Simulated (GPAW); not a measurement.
# Hf (Im-3m) in GPAW: a series of runs, part 2 of 2

GPAW 26.7.0.

## 6. Relaxation of cell and atoms, PBEsol, target pressure 20 GPa, at which the enthalpy is minimised

Contents of run.py:

```python
from ase import Atoms
from ase.filters import FrechetCellFilter
from ase.io import write
from ase.optimize import BFGS
from ase.units import GPa
from gpaw import GPAW, PW, setup_paths

setup_paths.insert(0, '.')

atoms = Atoms(['Hf'],
              cell=[[-1.805, 1.805, 1.805],
                    [1.805, -1.805, 1.805],
                    [1.805, 1.805, -1.805]],
              scaled_positions=[[0.0, 0.0, 0.0]],
              pbc=True)

calc = GPAW(mode=PW(600),
            xc='PBEsol',
            kpts={'size': (10, 10, 10), 'gamma': True},
            occupations={'name': 'fermi-dirac', 'width': 0.05},
            nbands=14,
            convergence={'density': 1e-05, 'forces': 0.0001},
            maxiter=150,
            txt='gpaw.txt')
atoms.calc = calc
opt = BFGS(FrechetCellFilter(atoms, scalar_pressure=20 * GPa), trajectory='relax.traj', logfile='-')
done = opt.run(fmax=0.02, steps=60)
calc.write('gs.gpw')
write('result.traj', atoms)
print('Converged:', done)
print('Cell:', atoms.cell.cellpar().round(4))
print('Volume:', round(atoms.get_volume(), 4))
print(atoms.get_scaled_positions().round(5))
```

Potentials or basis: PAW data sets generated in the run's folder for this functional, pw.

Launch:

```
$ gpaw-setup -f PBEsol Hf
$ OMP_NUM_THREADS=1 python run.py
```

gpaw.txt:

```text
__  _  _
 | _ |_)|_||  |
 |__||  | ||/\| - 26.7.0

Input parameters:
  mode=PW(ecut=600.0),
  convergence={'density': 1e-05, 'forces': 0.0001},
  kpts=MonkhorstPack(size=(10, 10, 10), gamma=True),
  maxiter=150,
  nbands=14,
  occupations=Occupations(name='fermi-dirac', width=0.05),
  xc=XC(name='PBEsol')

Diagonalizing LCAO Hamiltonian
Converting LCAO to pw mode

       Hf

Atoms  # Å, Bohr magnetons
|   | symbol |        x |        y |        z |    initial magnetic moments |
|---|--------|----------|----------|----------|-----------------------------|
| 0 |     Hf | 0.000000 | 0.000000 | 0.000000 | ( 0.0000,  0.0000,  0.0000) |

Unit cell  # Å
| periodic |         x |         y |         z |  lengths |     angles |
|----------|-----------|-----------|-----------|----------|------------|
|      yes | -1.805000 |  1.805000 |  1.805000 | 3.126352 | 109.471221 |
|      yes |  1.805000 | -1.805000 |  1.805000 | 3.126352 | 109.471221 |
|      yes |  1.805000 |  1.805000 | -1.805000 | 3.126352 | 109.471221 |
[... 163 lines left out ...]
SCF iterations
|iter     | |      energy | eigst |  dens |force |
|---------|-|-------------|-------|-------|------|
|iter:   1| |   -7.965012 | -0.29 |       |      |
|iter:   2| |   -7.944933 | -3.03 | -1.28 |      |
|iter:   3| |   -7.845404 | -1.91 | -1.31 |      |
|iter:   4| |   -7.848786 | -3.35 | -1.96 |      |
|iter:   5| |   -7.849783c| -4.65 | -2.38 |      |
|iter:   6| |   -7.849785c| -6.64 | -3.77 |      |
|iter:   7| |   -7.849785c| -7.71c| -4.21 |      |
|iter:   8| |   -7.849785c| -9.42c| -5.49c|      |
|iter:   9| |   -7.849785c|-10.23c| -5.95c|-24.86c|

[... 480 lines left out ...]
|iter:   7| |   -7.732767c| -8.63c| -4.41 |      |
|iter:   8| |   -7.732767c|-10.04c| -5.93c|      |
|iter:   9| |   -7.732767c|-10.92c| -6.47c|-26.20c|

Converged in 9 steps
Energy contributions relative to reference atoms: (reference = -409762.375317)

Energy contributions:
  Kinetic:          17.903641
  Coulomb:         -14.224349
  Zero:             -0.506188
  External:          0.000000
  Xc:              -10.899721
  Entropy:          -0.012301
  Spinorbit:         0.000000
  ----------------------------
  Free energy:      -7.738918
  Extrapolated:     -7.732767
[... 39 lines left out ...]
       Hf

Atoms  # Å, Bohr magnetons
|   | symbol |         x |        y |         z |    initial magnetic moments |
|---|--------|-----------|----------|-----------|-----------------------------|
| 0 |     Hf | -0.000000 | 0.000000 | -0.000000 | ( 0.0000,  0.0000,  0.0000) |

Unit cell  # Å
| periodic |         x |         y |         z |  lengths |     angles |
|----------|-----------|-----------|-----------|----------|------------|
|      yes | -1.663368 |  1.663368 |  1.663368 | 2.881038 | 109.471221 |
|      yes |  1.663368 | -1.663368 |  1.663368 | 2.881038 | 109.471221 |
|      yes |  1.663368 |  1.663368 | -1.663368 | 2.881038 | 109.471221 |
[... 163 lines left out ...]
SCF iterations
|iter     | |      energy | eigst |  dens |force |
|---------|-|-------------|-------|-------|------|
|iter:   1| |   -7.738511 | -3.14 |       |      |
|iter:   2| |   -7.738488 | -6.28 | -2.95 |      |
|iter:   3| |   -7.738374c| -5.09 | -2.98 |      |
|iter:   4| |   -7.738375c| -6.66 | -3.81 |      |
|iter:   5| |   -7.738376c| -7.83c| -4.12 |      |
|iter:   6| |   -7.738376c| -9.00c| -5.52c|      |
|iter:   7| |   -7.738376c| -9.57c| -5.87c|-26.05c|

Converged in 7 steps
Energy contributions relative to reference atoms: (reference = -409762.375317)

Energy contributions:
  Kinetic:          17.712606
  Coulomb:         -14.081873
  Zero:             -0.506230
  External:          0.000000
  Xc:              -10.856640
  Entropy:          -0.012478
  Spinorbit:         0.000000
  ----------------------------
  Free energy:      -7.744615
  Extrapolated:     -7.738376
[... 32 lines left out ...]
Forces  # eV/Ang
|       x |       y |       z |
|---------|---------|---------|
| 0.00000 | 0.00000 | 0.00000 |  # Hf   0

# Writing to gs.gpw (mode='')
```

stdout:

```text
Step          Energy          fmax
BFGS:    0       -4.921060        4.208176
BFGS:    1       -5.409132        1.143076
BFGS:    2       -5.446594        0.043403
BFGS:    3       -5.446644        0.003078
Converged: True
Cell: [  2.881    2.881    2.881  109.4712 109.4712 109.4712]
Volume: 18.4088
[[0. 0. 0.]]
```

Wall time 42 s (1 thread of Arm Neoverse V1, shared host); peak memory 0.16 GiB.

Results:

* Free energy: -7.7446 eV
* Relaxed volume: 18.41 Å³/atom
* Relaxed cell: a = 2.881 Å, b = 2.881 Å, c = 2.881 Å, α = 109.47°, β = 109.47°, γ = 109.47°
* Space group after relaxing (to 0.05 Å): Im-3m (No. 229)
* Energy change on relaxing (the enthalpy is what falls): +111.4 meV/atom
* Ionic steps: 4
* Pressure after relaxing: 20.0 GPa
* Band gap on the k mesh: none (metal or under the smearing width)

The path:
| step | energy change (eV) | largest force (eV/Å) | pressure (GPa) | volume (Å³) |
| --- | --- | --- | --- | --- |
| 1 | 0.0000 | 0.0000 | -8.66 | 23.52 |
| 2 | -0.0040 | 0.0000 | 10.68 | 19.64 |
| 3 | 0.1170 | 0.0000 | 20.38 | 18.36 |
| 4 | 0.1114 | 0.0000 | 19.97 | 18.41 |

Final structure:
```
Hf
1.0
    -1.66337    1.66337    1.66337
     1.66337   -1.66337    1.66337
     1.66337    1.66337   -1.66337
Hf
1
Direct
  0.00000 0.00000 0.00000
```

Levels at points of the mesh, in eV from the Fermi level:
| k point | band 4 | band 5 | band 6 | band 7 | band 8 | band 9 |
| --- | --- | --- | --- | --- | --- | --- |
| (0.00, 0.00, 0.00) | -29.14 | -7.64 | 1.57 | 1.57 | 1.57 | 4.94 |
| (0.50, 0.50, 0.00) | -29.15 | -4.09 | -0.97 | 1.96 | 4.91 | 6.11 |
| (0.50, 0.50, 0.50) | -30.18 | -3.59 | -3.59 | 8.28 | 8.28 | 8.28 |

Caveat: later steps reuse the first step's grids; the volume moved by over 15 % at a fixed basis, so the end points are rough. Spin-orbit coupling is left out, which matters for the levels of Hf.

## 7. Relaxation of cell and atoms, PBEsol, target pressure 30 GPa, at which the enthalpy is minimised

run.py: that of step 6 with these lines changed.

```diff
@@ -25,3 +25,3 @@
 atoms.calc = calc
-opt = BFGS(FrechetCellFilter(atoms, scalar_pressure=20 * GPa), trajectory='relax.traj', logfile='-')
+opt = BFGS(FrechetCellFilter(atoms, scalar_pressure=30 * GPa), trajectory='relax.traj', logfile='-')
 done = opt.run(fmax=0.02, steps=60)
```

Launch:

```
$ gpaw-setup -f PBEsol Hf
$ OMP_NUM_THREADS=1 python run.py
```

Run time: 35 s. Hardware: 1 thread of Arm Neoverse V1, shared host; peak memory 0.16 GiB.

Results (log left out):

* Free energy: -7.5945 eV
* Relaxed volume: 17.44 Å³/atom
* Relaxed cell: a = 2.829 Å, b = 2.829 Å, c = 2.829 Å, α = 109.47°, β = 109.47°, γ = 109.47°
* Space group after relaxing (to 0.05 Å): Im-3m (No. 229)
* Energy change on relaxing (the enthalpy is what falls): +260.8 meV/atom
* Ionic steps: 4
* Pressure after relaxing: 30.0 GPa
* Band gap on the k mesh: none (metal or under the smearing width)

The path:
| step | energy change (eV) | largest force (eV/Å) | pressure (GPa) | volume (Å³) |
| --- | --- | --- | --- | --- |
| 1 | 0.0000 | 0.0000 | -8.66 | 23.52 |
| 2 | 0.1072 | 0.0000 | 19.67 | 18.44 |
| 3 | 0.2890 | 0.0000 | 31.66 | 17.29 |
| 4 | 0.2608 | 0.0000 | 29.97 | 17.44 |

Final structure:
```
Hf
1.0
    -1.63360    1.63360    1.63360
     1.63360   -1.63360    1.63360
     1.63360    1.63360   -1.63360
Hf
1
Direct
  0.00000 0.00000 0.00000
```

Levels at points of the mesh, in eV from the Fermi level:
| k point | band 4 | band 5 | band 6 | band 7 | band 8 | band 9 |
| --- | --- | --- | --- | --- | --- | --- |
| (0.00, 0.00, 0.00) | -28.90 | -7.74 | 1.62 | 1.62 | 1.62 | 5.16 |
| (0.50, 0.50, 0.00) | -28.92 | -4.26 | -1.09 | 2.35 | 5.20 | 6.45 |
| (0.50, 0.50, 0.50) | -30.11 | -3.87 | -3.87 | 8.79 | 8.79 | 8.79 |

Caveat: later steps reuse the first step's grids; the volume moved by over 15 % at a fixed basis, so the end points are rough. Spin-orbit coupling is left out, which matters for the levels of Hf.

## 8. Summary

| cell | target pressure | gap on the mesh (eV) | pressure (GPa) |
| --- | --- | --- | --- |
| relaxed | - | none | 0.0 |
| relaxed to 2 GPa | 2 GPa | none | 2.0 |
| relaxed to 5 GPa | 5 GPa | none | 5.0 |
| relaxed to 10 GPa | 10 GPa | none | 10.0 |
| relaxed to 20 GPa | 20 GPa | none | 20.0 |
| relaxed to 30 GPa | 30 GPa | none | 30.0 |

Alike in all rows: task relaxation of cell and atoms; level PBEsol; potentials or basis PAW data sets generated in the run's folder for this functional, pw; no spin polarisation; k mesh 10 × 10 × 10; cutoff (eV) 600; smearing fermi-dirac 0.05 eV.

Caveats: later steps reuse the first step's grids; the volume moved by over 15 % at a fixed basis, so the end points are rough (some runs).

Absolute energies hang on the potentials; compare differences alone.
